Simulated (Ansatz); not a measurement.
Base system: AlSb in the zinc blende structure (space group F-43m, No. 216; a = 6.157 Å). Axes: x, y, z lie along the cube axes.

Structures relaxed with PBEsol, PAW, 420 eV (Ansatz, a first-principles code; no SOC).

Base:

Simulated powder pattern, Cu Kα1, λ = 1.54056 Å (kinematic, ideal powder, no thermal factors, no anomalous dispersion; the 14 strongest lines at most, above 2 %, up to 2θ = 90°):

| 2θ (°) | I/Imax (%) | hkl |
|---|---|---|
| 25.03 | 100 | (111) |
| 28.98 | 29 | (200) |
| 41.45 | 55 | (220) |
| 49.03 | 47 | (311) |
| 51.36 | 7.9 | (222) |
| 60.06 | 9.1 | (400) |
| 66.09 | 19 | (331) |
| 68.04 | 10 | (420) |
| 75.60 | 18 | (422) |
| 81.09 | 14 | (511) |

One thing is altered: biaxial strain −1.86 %, plane normal [111], relaxed out of plane (Cartesian); in-plane vectors clamped, the third vector and the atoms free.

Q: How do the reflections move or split?

A: 
Simulated powder pattern, Cu Kα1, λ = 1.54056 Å (kinematic, ideal powder, no thermal factors, no anomalous dispersion; the 14 strongest lines at most, above 2 %, up to 2θ = 90°):

| 2θ (°) | I/Imax (%) | hkl |
|---|---|---|
| 24.76 | 34 | (1 -1 1) |
| 25.43 | 100 | (111) |
| 29.25 | 39 | (200) |
| 41.41 | 38 | (202) |
| 42.27 | 36 | (220) |
| 48.85 | 17 | (3 -1 1) |
| 49.60 | 31 | (311) |
| 49.98 | 15 | (131) |
| 52.23 | 7.8 | (222) |
| 60.66 | 12 | (400) |
| 67.47 | 12 | (331) |
| 68.14 | 6.9 | (402) |
| 76.71 | 12 | (422) |
| 82.06 | 7.4 | (511) |

The indices refer to the base's conventional cell; one index is shown for lines that coincide. The space group is now R3m (No. 160).

Whether these cells are dynamically stable was not tested.
